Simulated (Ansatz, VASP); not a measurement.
Ru in VASP and in Ansatz

Contents of INCAR:

```
  PREC = Accurate
  ENCUT = 600
  EDIFF = 1E-6
  ISMEAR = -1
  SIGMA = 0.1
  LREAL = F
  LASPH = T
  NELM = 60
  ALGO = Normal
  ISIF = 3
  LWAVE = F
  LCHARG = F
  GGA = PE
  IBRION = 2
  NSW = 60
  EDIFFG = -0.005
```

KPOINTS

```
regular mesh
0
Gamma
  15 15 15
```

Contents of POSCAR:

```
Ru
1.0
    2.4590359101      0.0000000000      0.0000000000
    0.0000000000      2.4590359101      0.0000000000
    0.0000000000      0.0000000000      2.4590359101
Ru
1
Direct
    0.0000000000      0.0000000000      0.0000000000
```

Input for Ansatz:

```yaml
crystal:
  lattice:
    - [2.4590359101, 0.0, 0.0]
    - [0.0, 2.4590359101, 0.0]
    - [0.0, 0.0, 2.4590359101]
  atoms:
    - { symbol: Ru, position: [0.0, 0.0, 0.0] }
kpoints:
  mp_grid: { grid: [15, 15, 15] }
scf:
  occupations: { method: fermi_dirac, width: 0.1 }
hamiltonian:
  xc: pbe
  pseudopotentials: { kind: paw }
output:
  forces: true
  stress: true
  write_density: true
  write_potential: true
  elf: true
  volumetric_format: npy
relax:
  f_tol: 0.005
  max_steps: 40
  cell: {}
```

Alike in both runs: task relaxation of cell and atoms; functional PBE; k mesh 15 × 15 × 15; occupations fermi-dirac, width 0.1 eV; no spin polarisation.

|  | VASP | Ansatz |
| --- | --- | --- |
| version | VASP 6.6.1 | Ansatz 0.2.0 |
| potentials or method | VASP PAW PBE potentials, release 64 (Ru_pv) | PAW with Ansatz's default frozen-core files, scalar-relativistic |
| plane-wave cutoff (eV) | 600 | 420 |
| valence electrons in the cell | 14 | 16 |

|  | VASP | Ansatz | Ansatz less VASP |
| --- | --- | --- | --- |
| relaxed volume (Å³/atom) | 15.85 | 15.85 | 0.000 |
| relaxed cell length with the largest relative difference (Å) | 2.512 | 2.512 | 0.0000 |
| energy change over the relaxation (meV/atom) | -48 | -47 | +0.7 |

The two sets of potentials don't hold the same shells in valence.
